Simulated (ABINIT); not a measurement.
WC: optical spectrum with PBEsol

The system is WC.

```
W C
1.0
     0.00000    2.17432    2.17432
     2.17432    0.00000    2.17432
     2.17432    2.17432    0.00000
W C
1 1
Direct
  0.00000 0.00000 0.00000
  0.50000 0.50000 0.50000
```

Measurements of this composition are mostly on another form, of space group No. 187.

The cell isn't the ideal one: cell relaxed at zero pressure by an earlier run.

```yaml
Program: ABINIT 10.8.3 (patched build)
Task: optical spectrum
Functional: PBEsol
Potentials_or_basis: PseudoDojo NC SR PBEsol v0.4.1 standard
Cutoff: 1116 eV
k_mesh: 6 × 6 × 6, with 4 shifts
Occupations: fermi-dirac, width 0.05 eV
Spin: no spin polarisation
Cutoff_smearing_ecutsm_Ha: 0.5
Bands_in_the_sums: 15
Broadening_eV: 0.1
Scissor_shift_eV: 0
Tensor_components: "[11]"
```

```
Pressure : -0.3 GPa
```

Dielectric function (mean over the directions given):
```tsv
energy (eV)	real part	imaginary part
0.33	57.49	8.33
1.31	9.82	19.63
2.29	9.42	25.22
3.37	5.32	6.12
4.35	1.89	17.75
5.44	-1.81	9.84
6.42	7.63	9.48
7.51	0.90	5.90
8.49	-1.89	14.67
9.58	-1.52	5.47
10.56	-1.09	3.14
11.65	0.65	4.88
12.63	-0.70	4.59
13.71	-0.40	4.27
14.69	-2.01	2.72
15.78	-1.79	1.34
16.76	-1.41	1.59
17.85	-0.64	0.94
18.83	-0.54	1.85
19.92	-0.63	1.35
```

It took 97 s on 1 thread of Intel(R) Xeon(R) Platinum 8259CL CPU @ 2.50GHz (Skylake/Cascade Lake), on a shared host, peak memory 0.55 GiB.

Caveat: the intraband (Drude) term is left out; spectra need much finer meshes, so this one isn't converged; independent-particle spectra lack excitons. Spin-orbit coupling is left out, which matters for the levels of W.
